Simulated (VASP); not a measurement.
BeS in VASP 6.6.1, single-point calculation

INCAR

```
LREAL = .FALSE.
PREC = Accurate
NSW = 0
NELM = 120
ISMEAR = -4
ISIF = 2
LASPH = .TRUE.
ENCUT = 520
SIGMA = 0.005
GGA = PE
LCHARG = .FALSE.
NBANDS = 11
EDIFF = 1E-9
LWAVE = .FALSE.
IBRION = -1
```

KPOINTS

```
KPOINTS created by Atomic Simulation Environment
0
Gamma
12 12 12
0 0 0
```

POSCAR

```
Be S
 1.0000000000000000
     0.0000000000000000    2.3868161129000001    2.2575659388000000
     2.3868161129000001    0.0000000000000000    2.2575659388000000
     2.3868161129000001    2.3868161129000001    0.0000000000000000
 Be  S
   1   1
Cartesian
  0.0000000000000000  0.0000000000000000  0.0000000000000000
  2.3868161129000001  2.3868161129000001  2.2575659388000000
```

The recommended PBE PAW datasets give the neutral cell 8 valence electrons.

Command

```
mpirun -np 1 vasp_std
```

Q: How does this run end, and what does it give?

A: It converged. Results: gap between bands v and c on the k mesh 0.62 eV; least direct gap on the k mesh 3.68 eV; pressure -3.2 GPa. Band v is the last that the valence electrons fill when counted band by band, and c is the next.

OSZICAR

```
N       E                     dE             d eps       ncg     rms          rms(c)
DAV:   1     0.199461726235E+02    0.19946E+02   -0.39231E+03  3602   0.631E+02
DAV:   2    -0.778696390187E+01   -0.27733E+02   -0.26394E+02  4782   0.113E+02
DAV:   3    -0.895105810877E+01   -0.11641E+01   -0.11606E+01  4662   0.227E+01
DAV:   4    -0.895704003412E+01   -0.59819E-02   -0.59808E-02  4504   0.191E+00
DAV:   5    -0.895707525738E+01   -0.35223E-04   -0.35222E-04  4705   0.142E-01    0.609E+00
DAV:   6    -0.887102653638E+01    0.86049E-01   -0.21567E-01  4235   0.190E+00    0.410E+00
DAV:   7    -0.886950347334E+01    0.15231E-02   -0.68145E-02  4814   0.125E+00    0.169E+00
DAV:   8    -0.887035072948E+01   -0.84726E-03   -0.64000E-03  4162   0.386E-01    0.346E-01
DAV:   9    -0.887031625317E+01    0.34476E-04   -0.20222E-04  4310   0.867E-02    0.414E-02
DAV:  10    -0.887033392459E+01   -0.17671E-04   -0.25372E-05  4265   0.313E-02    0.832E-03
DAV:  11    -0.887033388490E+01    0.39689E-07   -0.50681E-06  4428   0.109E-02    0.425E-03
DAV:  12    -0.887033402984E+01   -0.14494E-06   -0.16572E-07  4391   0.297E-03    0.578E-04
DAV:  13    -0.887033400853E+01    0.21310E-07   -0.34291E-09  5027   0.385E-04    0.108E-04
DAV:  14    -0.887033399944E+01    0.90889E-08   -0.27752E-10  2593   0.107E-04    0.319E-05
DAV:  15    -0.887033399925E+01    0.19787E-09   -0.37852E-11  2351   0.464E-05
   1 F= -.88703340E+01 E0= -.88703340E+01  d E =0.000000E+00
```

For comparison, a separate PBE run of the intended cell, on usual settings and not on those above, gives a gap of 0.59 eV on its mesh and a pressure of -3.2 GPa.
